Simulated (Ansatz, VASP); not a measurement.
AlN in VASP and in Ansatz

```
CELL_PARAMETERS angstrom
3.22380 0.00000 0.00000
-1.61190 2.79189 0.00000
0.00000 0.00000 4.41490
ATOMIC_POSITIONS crystal
Al 0.33333 0.66667 0.97606
Al 0.66667 0.33333 0.47606
N 0.33333 0.66667 0.40894
N 0.66667 0.33333 0.90894
```

Alike in both runs: functional PBE; k mesh 9 × 9 × 6; occupations gaussian, width 0.05 eV; no spin polarisation.

Ansatz relaxed the structure, and its values are those at the end. VASP's run is a single point on that final structure, the one shown.

```csv
,VASP,Ansatz
version,VASP 6.6.1,Ansatz 0.2.0
potentials or method,"VASP PAW PBE potentials, release 64 (Al, N)","scalar-relativistic, plane waves, PAW"
plane-wave cutoff (eV),520,520
valence electrons in the cell,16,16
```

|  | VASP | Ansatz | Ansatz less VASP |
| --- | --- | --- | --- |
| gap on the k mesh at the Fermi level (eV) | 3.55 | 3.54 | -0.010 |
| least direct gap on the mesh (eV) | 3.55 | 3.54 | -0.010 |
| pressure (GPa) | 7.8 | 8.0 | +0.17 |
| rms of the force components (eV/Å) | 0.004 | 0.004 | -0.0002 |

With one functional, cell and mesh, what is left measures potentials, basis and numerics. Ansatz warned: «stress_scf_threshold_loose».
